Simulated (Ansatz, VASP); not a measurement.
**Lu in VASP and in Ansatz**

```
CELL_PARAMETERS angstrom
-2.05827 2.05827 2.05827
2.05827 -2.05827 2.05827
2.05827 2.05827 -2.05827
ATOMIC_POSITIONS crystal
Lu 0.00000 0.00000 0.00000
```

Alike in both runs: task single point; functional RPBE; k mesh 13 × 13 × 13; occupations fermi-dirac, width 0.1 eV; no spin polarisation.

|  | VASP | Ansatz |
| --- | --- | --- |
| version | VASP 6.6.1 | Ansatz 0.2.0 |
| potentials or method | VASP PAW PBE potentials, release 64 (Lu) | plane waves (420 eV) with PAW, scalar-relativistic |
| plane-wave cutoff (eV) | 520 | 420 |
| valence electrons in the cell | 25 | 25 |

|  | VASP | Ansatz | Ansatz less VASP |
| --- | --- | --- | --- |
| pressure (GPa) | -3.8 | -3.8 | -0.05 |

Caveats: the PAW data sets were made with another functional, which shifts forces and pressure a little (VASP). Spin-orbit coupling is left out, which matters for the levels of Lu.
